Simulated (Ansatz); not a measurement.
# C5H12: basis-set convergence

How large a basis does C5H12 need? Two functionals are run in growing sets.

The runs use Ansatz 0.2.0, Gaussian basis; one geometry, several basis sets.

The runs, in order: PBE0-D4/def2-SVP; ωB97M-V/def2-SVP; PBE0-D4/def2-QZVPP; ωB97M-V/def2-QZVPP; the functionals' def2-TZVPP values are taken from earlier runs.

## (1) The relaxed structure

All runs share one geometry, relaxed beforehand with PBE0-D4 in a triple-zeta def2 set.

SMILES `CCC(C)C`, 17 atoms, charge 0, spin multiplicity 1.

Atoms are counted from 1 here; the program's logs count them from 0.

Bond lengths: C1–C2 1.519 Å, C1–H6 1.092 Å, C1–H7 1.092 Å, C1–H8 1.094 Å, C2–C3 1.527 Å, C2–H9 1.098 Å, C2–H10 1.096 Å, C3–C4 1.522 Å, C3–C5 1.522 Å, C3–H11 1.099 Å, C4–H12 1.093 Å, C4–H13 1.095 Å, C4–H14 1.093 Å, C5–H15 1.092 Å, C5–H16 1.095 Å, C5–H17 1.093 Å. Angles: C2–C1–H6 112.0°, C2–C1–H7 111.1°, C2–C1–H8 111.0°, H6–C1–H7 107.3°, H6–C1–H8 107.6°, H7–C1–H8 107.6°, C1–C2–C3 114.7°, C1–C2–H9 109.7°, C1–C2–H10 109.1°, C3–C2–H9 108.6°, C3–C2–H10 108.4°, H9–C2–H10 105.9°, C2–C3–C4 110.4°, C2–C3–C5 112.3°, C2–C3–H11 107.5°, C4–C3–C5 110.5°, C4–C3–H11 108.0°, C5–C3–H11 108.0° and more.

## (2) PBE0-D4 in def2-SVP

in.yaml reads:

```yaml
crystal:
  periodic: [false, false, false]
  atoms:
    - {symbol: C, position_ang: [-0.079025, 1.483842, -1.449410]}
    - {symbol: C, position_ang: [0.675537, 0.401039, -0.696813]}
    - {symbol: C, position_ang: [-0.206114, -0.545912, 0.114168]}
    - {symbol: C, position_ang: [0.626514, -1.678463, 0.696812]}
    - {symbol: C, position_ang: [-0.967333, 0.177234, 1.216303]}
    - {symbol: H, position_ang: [-0.591683, 2.170753, -0.772443]}
    - {symbol: H, position_ang: [0.598361, 2.079546, -2.065575]}
    - {symbol: H, position_ang: [-0.832557, 1.048534, -2.112572]}
    - {symbol: H, position_ang: [1.408659, 0.861666, -0.022161]}
    - {symbol: H, position_ang: [1.255917, -0.193633, -1.411319]}
    - {symbol: H, position_ang: [-0.941474, -0.984397, -0.574737]}
    - {symbol: H, position_ang: [0.004682, -2.387792, 1.249013]}
    - {symbol: H, position_ang: [1.378275, -1.287545, 1.390301]}
    - {symbol: H, position_ang: [1.152905, -2.230497, -0.086289]}
    - {symbol: H, position_ang: [-1.631012, 0.948667, 0.820886]}
    - {symbol: H, position_ang: [-0.271540, 0.658257, 1.912026]}
    - {symbol: H, position_ang: [-1.580116, -0.521301, 1.791801]}
basis:
  gaussian: {orbitals: def2-SVP}
hamiltonian: {xc: pbe0, dispersion: d4}
output: {orbitals: {seedname: orbitals}}
```

Command:

```console
ansatz run in.yaml --threads 2 --pin off --events-out ev --progress --plain --max-ram 32768MiB --backend cpu
```

After this run come: ωB97M-V in def2-SVP; PBE0-D4 in def2-QZVPP; ωB97M-V in def2-QZVPP.

Q: Predict the results of all the runs planned. Wanted: PBE0-D4: double and triple zeta above quadruple; ωB97M-V: double and triple zeta above quadruple.

As calculated:

| quantity | value |
| --- | --- |
| PBE0-D4: double and triple zeta above quadruple | 6.10, 0.31 eV |
| ωB97M-V: double and triple zeta above quadruple | 6.52, 0.31 eV |

In words: For PBE0-D4 the step from double to triple zeta gains 5.79 eV and the next only 0.31 eV. These are total energies; as a rule much of such shifts cancels in differences, which this series doesn't test. The LUMO of ωB97M-V is positive and keeps falling with the basis (3.43 to 1.96 eV): an unbound level that the basis holds in place.
